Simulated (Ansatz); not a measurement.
Crystal: BaTiO3.

```
Ba Ti O
1.0
     4.00600    0.00000    0.00000
     0.00000    4.00600    0.00000
     0.00000    0.00000    4.00600
Ba Ti O
1 1 3
Direct
  0.50000 0.50000 0.50000
  0.00000 0.00000 0.00000
  0.00000 0.00000 0.50000
  0.00000 0.50000 0.00000
  0.50000 0.00000 0.00000
```

* Program: Ansatz 0.2.0
* Task: single point
* Functional: PBE
* Potentials or basis: Ansatz PAW
* Cutoff: 420 eV (not typed: the program's choice for these potentials)
* k mesh: 7 × 7 × 7
* Occupations: fermi-dirac, width 0.05 eV
* Spin: no spin polarisation

On this cell: pressure 1.7 GPa; largest force zero by symmetry; band gap on the k mesh 1.87 eV, indirect (least direct gap 1.91 eV).

The same run follows on a disturbed copy (atoms moved at random, drawn with an rms of 0.05 Å):

```
Ba Ti O
1.0
     4.00600    0.00000    0.00000
     0.00000    4.00600    0.00000
     0.00000    0.00000    4.00600
Ba Ti O
1 1 3
Cartesian
  2.0013 1.9758 2.0281
  0.0003 -0.0082 -0.0438
  0.0135 0.0306 1.9756
  0.0010 1.9788 0.0272
  2.0135 -0.0262 0.0342
```

Q: What does the disturbed cell give?

A: The energy moves by +7.1 meV/atom; pressure 1.7 GPa; largest force 0.744 eV/Å; band gap on the k mesh 1.87 eV, indirect (least direct gap 1.92 eV).

Forces on the atoms (eV/Å):
```
Ba   0.034  0.106 -0.288
Ti  -0.054  0.041  0.239
O   -0.026 -0.281  0.688
O    0.034  0.147 -0.303
O    0.012 -0.014 -0.335
```

Stress tensor (GPa, compression positive):
```
 1.71  0.02  0.03
 0.02  1.75 -0.04
 0.03 -0.04  1.53
```

Caveats: odd divisions of the mesh miss points on the zone boundary, where band edges often lie, so the gap on the mesh can be too wide; spin-orbit coupling is left out, which moves the levels of the heavy elements.

A k mesh can miss the band edges.
